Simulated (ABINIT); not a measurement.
Crystal: Pb.

```xyz
1
Lattice="0.0000 2.4750 2.4750 2.4750 0.0000 2.4750 2.4750 2.4750 0.0000" Properties=species:S:1:pos:R:3 pbc="T T T"
Pb    0.0000    0.0000    0.0000
```

Base run:

* Program: ABINIT 10.8.3 (patched build)
* Functional: PW91
* Potentials or basis: JTH PAW PBE v2.0 sp
* Cutoff: 408 eV
* k mesh: 9 × 9 × 9
* Occupations: fermi-dirac, width 0.05 eV
* Spin: no spin polarisation

Its results: band gap on the k mesh none (metal or under the smearing width); pressure 2.3 GPa.

**Question.** After a change of settings the same cell gave: band gap on the k mesh none (metal or under the smearing width); pressure 3.1 GPa. Which change was it?
A. functional from PW91 to PBEsol; potentials or basis from JTH PAW PBE v2.0 sp to PseudoDojo NC SR PBEsol v0.4.1 standard; cutoff from 408 eV to 762 eV; valence electrons from 4 to 14
B. functional from PW91 to PBE; potentials or basis from JTH PAW PBE v2.0 sp to SG15 NC PBE v1.2; cutoff from 408 eV to 844 eV; valence electrons from 4 to 14
C. functional from PW91 to r2SCAN; cutoff from 408 eV to 490 eV; fine-grid cutoff from 816.342 eV to 979.61 eV
D. functional from PW91 to HCTH407

**Answer.** D.

Caveats: the PAW data sets were made with another functional, which shifts forces and pressure a little; spin-orbit coupling is left out, which moves the levels of the heavy elements; this set keeps more shells in the core, which shifts pressures and gaps.
